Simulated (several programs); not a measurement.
# BaTe (zincblende) from semi-empirical methods to plane-wave DFT

Zincblende BaTe, relaxed with r2SCAN in Ansatz, was computed with several methods. The symmetry is F-43m (No. 216, cubic); conventional cell a = 7.828 Å, 59.97 Å³ an atom. Ba has 4 Te at 3.39 Å; Te has 4 Ba at 3.39 Å. The calculation is spin-unpolarised, and the structure need not be a phase that has been made.

```
Ba Te
1.0
     0.00000    3.91416    3.91416
     3.91416    0.00000    3.91416
     3.91416    3.91416    0.00000
Ba Te
1 1
Direct
  0.00000 0.00000 0.00000
  0.25000 0.25000 0.25000
```

Gaps and times are for a single point on this cell; volume and bulk modulus come from each method's own relaxation or energy curve at fixed shape. Times are rough, from shared hosts (Arm Neoverse V1; Intel Xeon 6975P-C), and each method has its own mesh and cell size. PM6 (MOPAC), PM7 (MOPAC), GFN1-xTB (tblite) treat a cluster of cells at its zone centre, which samples few k points: where these miss a band edge, the gap comes out too large for that reason alone. Gaps from k meshes are read at a limited set of points (mesh, symmetry points, PBE's band edges), so each method's own least gap may be somewhat smaller. xTB and the PM methods were fitted mostly to molecules, and can miss a solid's gap by electronvolts. Minimal bases can be far off for gaps. Times of the plane-wave ladder aren't listed, since it ran on unlike processors and cards. GLLB-SC's gap includes the derivative discontinuity. G0W0 is at finite bands, cutoff and mesh. d marks a direct gap, i an indirect one (no mark: not told apart), a dash a value that wasn't computed or didn't pass its checks.

```
                               method              kind  gap (eV)  own volume (Å³/atom)  bulk modulus (GPa)  atoms computed  processor time
                          PM7 (MOPAC)    semi-empirical     10.89                     –                   –         cluster          0.14 s
                          PM6 (MOPAC)    semi-empirical      3.54                     –                   –         cluster          0.41 s
                    GFN1-xTB (tblite)     tight binding      1.79                     –                   –         cluster          0.91 s
 light PBE (260 eV and a coarse mesh)  light plane-wave    2.55 i                     –                   –               2          0.99 s
                                  PBE         semilocal    2.57 i                 59.97                  19               2               –
                       PBE/SZV (CP2K)       small basis    0.89 i                     –                   –               2           5.8 s
                               r2SCAN         semilocal    2.94 i                 59.97                  20               2               –
                      PBE/DZVP (CP2K)       small basis    2.56 i                 61.52                  19               2            11 s
               PBE/single zeta (GPAW)       small basis    2.65 i                     –                   –               2            12 s
                       GLLB-SC (GPAW)   model potential      5.18                     –                   –               2            18 s
G0W0@r2SCAN (140 eV screening cutoff)         many-body      3.95                     –                   –               2               –
   G0W0@PBE (210 eV screening cutoff)         many-body      3.79                     –                   –               2               –
```

Against r2SCAN (2.94 eV) and with closed or daggered gaps left aside, the nearest gap at the points sampled is that of PBE/single zeta (GPAW) (-0.29 eV) and the farthest that of PM7 (MOPAC) (+7.95 eV). r2SCAN is only a yardstick of convenience: semilocal gaps usually lie below measured ones, which GLLB-SC and hybrids aim to mend.

Volumes against r2SCAN's: PBE 0.0 %, PBE/DZVP (CP2K) +2.6 %.

Runs without a result: GFN2-xTB (tblite) (single point).

No spin-orbit coupling is included; it can move band edges with weight on the heavy atoms by tenths of an eV.
